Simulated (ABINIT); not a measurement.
# AlAu2 (I4/mmm) in ABINIT: single point with PBEsol

Aim: the single point of AlAu2 with PBEsol.

Everything below comes from runs of ABINIT 10.8.3 (patched build). Logs are shortened: lines on timing, memory, paths and dates and some standing lists are left out, and cuts for length are marked. The log counts tension as positive stress, the text compression.

**1. The structure**

Symmetry: I4/mmm, No. 139, tetragonal system. The conventional cell has a = 3.343 Å, b = 3.343 Å, c = 8.798 Å, α = 90.00°, β = 90.00°, γ = 90.00°. Au (site symmetry 4mm) is surrounded by 5 Al at 2.73 to 3.02 Å and 5 Au at 2.75 to 2.88 Å. Around Al (site symmetry 4/mmm) lie 10 Au at 2.73 to 3.02 Å.

The cell comes from a database or a generator and needn't be the stable form of this composition.

**2. Single point, PBEsol**

Contents of run.abi:

```
# Pseudopotentials
pp_dirpath "./"
pseudos "Au.upf, Al.upf"

# Structure
acell 3*1.0 Angstrom
rprim
    -1.6715144750     1.6715144750     4.3990752400
     1.6715144750    -1.6715144750     4.3990752400
     1.6715144750     1.6715144750    -4.3990752400
ntypat 2
znucl 79 13
natom 3
typat 1 1 2
xred
     0.3437272000     0.3437272000     0.0000000000
     0.6562728000     0.6562728000     0.0000000000
     0.0000000000     0.0000000000     0.0000000000

# Plane-wave basis
ecut 32.0

# k points
kptopt 1
ngkpt 8 8 8
nshiftk 1
shiftk 0.0 0.0 0.0

# Exchange and correlation
ixc -116133

# Bands and occupations
nband 25
occopt 3
tsmear 0.00183747

# SCF cycle
nstep 100
tolvrs 1.0e-10

# Output
iomode 3
prtwf 0
prtden 0
prteig 0
prtebands 0
```

Potentials or basis: PseudoDojo NC SR PBEsol v0.4.1 standard.

Run with:

```console
mpirun --bind-to none -np 4 abinit run.abi > log 2>&1
```

run.abo:

```text
.Version 10.8.3 of ABINIT
 Symmetries : space group I4/m m m (#139); Bravais tI (body-center tetrag.)
================================================================================
 Values of the parameters that define the memory need of the present run
     intxc =       0    ionmov =       0      iscf =       7    lmnmax =       7
     lnmax =       7     mgfft =      50  mpssoang =       4    mqgrid =    3001
     natom =       3  nloc_mem =       1    nspden =       1   nspinor =       1
    nsppol =       1      nsym =      16    n1xccc =    2501    ntypat =       2
    occopt =       3   xclevel =       2
       mpw =        2898          nfft =      125000          nkpt =          59
================================================================================
================================================================================

--------------------------------------------------------------------------------
------------- Echo of variables that govern the present computation ------------
--------------------------------------------------------------------------------
 -outvars: echo values of preprocessed input variables --------
            acell      1.8897261259E+00  1.8897261259E+00  1.8897261259E+00 Bohr
              amu      1.96966540E+02  2.69815390E+01
             ecut      3.20000000E+01 Hartree
                       outvar_i_n : Printing only first  50 k-points.
              ixc     -116133
                       outvar_i_n : Printing only first  50 k-points.
         kptrlatt        8    0    0      0    8    0      0    0    8
          kptrlen      5.05392732E+01
            natom           3
            nband          25
            ngfft          50      50      50
             nkpt          59
            nstep         100
             nsym          16
           ntypat           2
                       prtocc : prtvol=0, do not print more k-points.
           occopt           3
           prtden           0
        prtebands           0
           prteig           0
            prtwf           0
            rprim     -1.6715144750E+00  1.6715144750E+00  4.3990752400E+00
                       1.6715144750E+00 -1.6715144750E+00  4.3990752400E+00
                       1.6715144750E+00  1.6715144750E+00 -4.3990752400E+00
          spgroup         139
           tolvrs      1.00000000E-10
           tsmear      1.83747000E-03 Hartree
            typat      1  1  2
                       outvars : Printing only first  50 k-points.
           xangst      7.8848592980E-17 -3.2334753673E-17  3.0241636297E+00
                       1.4967452210E-16 -6.0866398791E-17  5.7739868503E+00
                       0.0000000000E+00  0.0000000000E+00  0.0000000000E+00
            xcart      1.4900224615E-16 -6.1103828791E-17  5.7148410200E+00
                       2.8284385479E-16 -1.1502082399E-16  1.0911253802E+01
                       0.0000000000E+00  0.0000000000E+00  0.0000000000E+00
             xred      3.4372720000E-01  3.4372720000E-01  1.3913681276E-17
[... 115 lines left out ...]
    1       0.009142069949      0.009142069949     -0.009142069949
    2      -0.009142069949     -0.009142069949      0.009142069949
    3       0.000000000000      0.000000000000      0.000000000000

 cartesian coordinates (angstrom) at end:
    1      0.00000000000000    -0.00000000000000     3.02416362966906
    2      0.00000000000000    -0.00000000000000     5.77398685033094
    3      0.00000000000000     0.00000000000000     0.00000000000000

 cartesian forces (hartree/bohr) at end:
    1     -0.00000000000000    -0.00000000000000    -0.00109972546730
    2      0.00000000000000     0.00000000000000     0.00109972546730
    3     -0.00000000000000    -0.00000000000000    -0.00000000000000
 frms,max,avg= 5.1841556E-04 1.0997255E-03   0.000E+00  0.000E+00  0.000E+00 h/b

 cartesian forces (eV/Angstrom) at end:
    1     -0.00000000000000    -0.00000000000000    -0.05655015722343
    2      0.00000000000000     0.00000000000000     0.05655015722343
    3     -0.00000000000000    -0.00000000000000    -0.00000000000000
 frms,max,avg= 2.6658000E-02 5.6550157E-02   0.000E+00  0.000E+00  0.000E+00 e/A
 length scales=  1.889726125908  1.889726125908  1.889726125908 bohr
              =  1.000000000000  1.000000000000  1.000000000000 angstroms
 Fermi (or HOMO) energy (hartree) =   0.43915   Average Vxc (hartree)=  -0.46809
 Eigenvalues (hartree) for nkpt=  59  k points:
 kpt#   1, nband= 25, wtk=  0.00195, kpt=  0.0000  0.0000  0.0000 (reduced coord)
  -3.46960   -3.46916   -1.68303   -1.68002   -1.68002   -1.67799   -1.67799   -1.67704
   0.03797    0.19388    0.20971    0.24263    0.25480    0.25596    0.26338    0.26338
   0.26642    0.26642    0.31368    0.39770    0.48100    0.65486    0.65486    0.68747
   0.68782
      occupation numbers for kpt#   1
   2.00000    2.00000    2.00000    2.00000    2.00000    2.00000    2.00000    2.00000
   2.00000    2.00000    2.00000    2.00000    2.00000    2.00000    2.00000    2.00000
   2.00000    2.00000    2.00000    2.00000    0.00000    0.00000    0.00000    0.00000
   0.00000
 prteigrs : prtvol=0 or 1, do not print more k-points.

--- !EnergyTerms
iteration_state     : {dtset: 1, }
comment             : Components of total free energy in Hartree
kinetic             :  8.56975165455749E+01
hartree             :  6.88395595287012E+01
xc                  : -5.13503436182622E+01
Ewald energy        : -1.95874473233325E+02
psp_core            :  8.04793459360855E+00
local_psp           : -2.17765536685675E+02
non_local_psp       :  5.20371480141726E+00
internal            : -2.97201628067960E+02
'-kT*entropy'       : -2.95533600108250E-04
total_energy        : -2.97201923601560E+02
total_energy_eV     : -8.08727633617057E+03
band_energy         : -2.75520998373761E+01
...

 Cartesian components of stress tensor (hartree/bohr^3)
  sigma(1 1)=  1.35059850E-04  sigma(3 2)=  0.00000000E+00
  sigma(2 2)=  1.35059850E-04  sigma(3 1)=  0.00000000E+00
  sigma(3 3)=  1.14987962E-04  sigma(2 1)=  0.00000000E+00

-Cartesian components of stress tensor (GPa)         [Pressure= -3.7768E+00 GPa]
- sigma(1 1)=  3.97359797E+00  sigma(3 2)=  0.00000000E+00
- sigma(2 2)=  3.97359797E+00  sigma(3 1)=  0.00000000E+00
- sigma(3 3)=  3.38306265E+00  sigma(2 1)=  0.00000000E+00

== END DATASET(S) ==============================================================
================================================================================

 -outvars: echo values of variables after computation  --------
            acell      1.8897261259E+00  1.8897261259E+00  1.8897261259E+00 Bohr
           etotal     -2.9720192360E+02
            fcart     -1.8385989026E-20 -1.8385989026E-20 -1.0997254673E-03
                       1.8385989026E-20  1.8385989026E-20  1.0997254673E-03
                      -0.0000000000E+00 -0.0000000000E+00 -0.0000000000E+00
            rprim     -1.6715144750E+00  1.6715144750E+00  4.3990752400E+00
                       1.6715144750E+00 -1.6715144750E+00  4.3990752400E+00
                       1.6715144750E+00  1.6715144750E+00 -4.3990752400E+00
           strten      1.3505984999E-04  1.3505984999E-04  1.1498796213E-04
                       0.0000000000E+00  0.0000000000E+00  0.0000000000E+00
           xangst      7.8848592980E-17 -3.2334753673E-17  3.0241636297E+00
                       1.4967452210E-16 -6.0866398791E-17  5.7739868503E+00
                       0.0000000000E+00  0.0000000000E+00  0.0000000000E+00
             xred      3.4372720000E-01  3.4372720000E-01  1.3913681276E-17
                       6.5627280000E-01  6.5627280000E-01  2.6565167288E-17
                       0.0000000000E+00  0.0000000000E+00  0.0000000000E+00
 Calculation completed.
```

Wall time 71 s (4 MPI ranks of Arm Neoverse V1, shared host); peak memory 0.44 GiB.

What came out:

| Property | Result |
| --- | --- |
| Free energy | -8087.2763 eV |
| Pressure | -3.8 GPa |
| Largest force | 0.057 eV/Å |
| Band gap on the k mesh | none (metal or under the smearing width) |
| Valence electrons inside the program's atomic spheres | Au 15.57; Al 0.81 |

Forces in eV/Å, atoms in the order of the input:
```
Au   0.000  0.000 -0.057
Au   0.000  0.000  0.057
Al   0.000  0.000  0.000
```

Caveat: the cutoff is short for stress, so the pressure is rough. Spin-orbit coupling is left out, which matters for the levels of Au.
